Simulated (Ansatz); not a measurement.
Exact exchange in YN: computed gaps and pressures at one geometry

```cif
data_structure
_symmetry_space_group_name_H-M 'Fm-3m'
_symmetry_Int_Tables_number 225
_cell_length_a 4.8770
_cell_length_b 4.8770
_cell_length_c 4.8770
_cell_angle_alpha 90.000
_cell_angle_beta 90.000
_cell_angle_gamma 90.000
_cell_volume 116.00
loop_
_atom_site_label
_atom_site_type_symbol
_atom_site_symmetry_multiplicity
_atom_site_Wyckoff_symbol
_atom_site_fract_x
_atom_site_fract_y
_atom_site_fract_z
_atom_site_occupancy
Y1 Y 4 b 0.50000 0.00000 0.00000 1
N1 N 4 a 0.00000 0.00000 0.00000 1
```

All runs: Ansatz, plane waves and PAW, scalar-relativistic (no spin–orbit coupling), 6×6×6 k-mesh, Gaussian smearing of 0.05 eV, no spin polarisation. Semilocal reference PBE: gap 0.16 eV, pressure 3.1 GPa. The hybrids carry no U.

Problem. Order these functionals by the gap that they give, smallest first.
A. CAM-B3LYP
B. HSE06-type hybrid with a screening parameter of 0.1 Å⁻¹
C. HSE06 + D3(BJ)
D. LC-wPBE
E. HSE06-type hybrid with an exact-exchange fraction of 0.45 and a screening parameter of 0.1 Å⁻¹
F. r2SCAN50

Solution. C (1.07 eV), B (1.36 eV), E (2.46 eV), F (3.64 eV), A (3.88 eV), D (5.75 eV).

Problem. What are the full results?

Solution. 
```json
{"functional": "HSE06 + D3(BJ)", "gap": "1.07 eV", "pressure (GPa)": "-4.7", "cutoff (eV)": "420", "core-seconds": "23"}
{"functional": "HSE06-type hybrid with a screening parameter of 0.1 Å⁻¹", "gap": "1.36 eV", "pressure (GPa)": "0.5", "cutoff (eV)": "420", "core-seconds": "23"}
{"functional": "HSE06-type hybrid with an exact-exchange fraction of 0.45 and a screening parameter of 0.1 Å⁻¹", "gap": "2.46 eV", "pressure (GPa)": "-1.5", "cutoff (eV)": "420", "core-seconds": "26"}
{"functional": "r2SCAN50", "gap": "3.64 eV", "pressure (GPa)": "-1.0", "cutoff (eV)": "500", "core-seconds": "38"}
{"functional": "CAM-B3LYP", "gap": "3.88 eV", "pressure (GPa)": "2.4", "cutoff (eV)": "420", "core-seconds": "28"}
{"functional": "LC-wPBE", "gap": "5.75 eV", "pressure (GPa)": "0.0", "cutoff (eV)": "420", "core-seconds": "30"}
```

On shared hosts the hybrid runs at the reference's cutoff took roughly 25 to 33 times the core time of the semilocal one on the same mesh, with some more bands.

Caveats: core times come from shared hosts and scatter; functionals with much or all of the long-range exchange (Hartree–Fock, LC-wPBE, CAM-B3LYP) overshoot the gaps of most solids, bar the widest; gaps are read on a coarse mesh; stress loosely converged.

The gap of YN widens steadily as exact exchange is given more weight or longer range, from 0.16 eV with PBE to 5.75 eV with LC-wPBE. The valence band is mainly N 2p and the lowest conduction states mainly Y 4d, so non-local exchange lowers the filled anion states relative to the empty metal states. At the same screening parameter, the larger exchange fraction raises the gap from 1.36 to 2.46 eV. In a polarisable nitride the electrons themselves screen the long-range exchange, which makes the short-range hybrids the more plausible description and suggests a semiconductor with a modest gap.

The pressures don't follow the gaps. The value of -4.7 GPa for HSE06 + D3(BJ) may reflect the attractive dispersion term, the shorter-ranged exchange, or both; at fixed geometry the dispersion correction leaves the band energies unchanged, so it can't account for that run's smaller gap. The gap values alone don't show whether the gap is direct or indirect.
